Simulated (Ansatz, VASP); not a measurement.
## Two plane-wave programs on Ir

```xyz
1
Lattice="0.0000 1.9156 1.9156 1.9156 0.0000 1.9156 1.9156 1.9156 0.0000" Properties=species:S:1:pos:R:3 pbc="T T T"
Ir    0.0000    0.0000    0.0000
```

Alike in both runs: task single point; functional PBE; k mesh 12 × 12 × 12; occupations gaussian, width 0.05 eV; no spin polarisation.

|  | VASP | Ansatz |
| --- | --- | --- |
| version | VASP 6.6.1 | Ansatz 0.2.0 |
| potentials or method | VASP PAW PBE potentials, release 64 (Ir) | Ansatz PAW |
| plane-wave cutoff (eV) | 520 | 420 |
| valence electrons in the cell | 9 | 17 |

```csv
,VASP,Ansatz,Ansatz less VASP
gap on the k mesh at the Fermi level (eV),none,none,-
pressure (GPa),11.8,11.1,-0.64
```

A gap of «none» marks a metal or a gap that the smearing closes. The two sets of potentials don't hold the same shells in valence.

Spin-orbit coupling is left out, which matters for the levels of Ir.
